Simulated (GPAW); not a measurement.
**Fitting the PBE+D4 energy curve of CdTe**

```
Te Cd
1.0
     0.00000    3.20500    3.20500
     3.20500    0.00000    3.20500
     3.20500    3.20500    0.00000
Te Cd
1 1
Cartesian
  4.8075 4.8075 4.8075
  0.0000 0.0000 0.0000
```

The cell was scaled at fixed shape and fractions and run with GPAW, GPAW PAW data sets (gpaw-data 1.2.1), cutoff 600 eV; PBE+D4, k mesh 6 × 6 × 6 on the cell of 2 atoms, fermi-dirac occupations of 0.05 eV, no spin polarisation, no spin-orbit coupling. Energies are those that the program minimises, any entropy of the smearing included.

```tsv
V (Å³/atom)	energy over the lowest row (meV/atom)
30.9465	50.09
31.6050	?
32.2634	16.86
32.9218	7.33
33.5803	1.86
34.2387	0.00
34.8972	1.39
```

Task: Fit the third-order Birch-Murnaghan form, give V0, B0 and B′, and predict the energy left open.

Result: With y = (V0/V)^(2/3), E = E0 + (9 V0 B0/16) [(y - 1)³ B′ + (y - 1)² (6 - 4y)]. Least squares through the rows shown give V0 = 34.2741 Å³/atom, E0 = 0.00 meV, B0 = 40.71 GPa (1 eV/Å³ = 160.218 GPa) and B′ = 4.85, with a largest miss of 0.00 meV. At V = 31.6050 the form with these constants gives 30.93 meV; the run gave 30.94 meV an atom. Measured volume: 34.11 Å³/atom (arxiv:cond-mat/0608141), so the fit lies +0.5 % from it. Measured modulus: 42 GPa (arxiv:2306.14539), so the fit lies -3.1 % from it. The runs are for a static lattice.
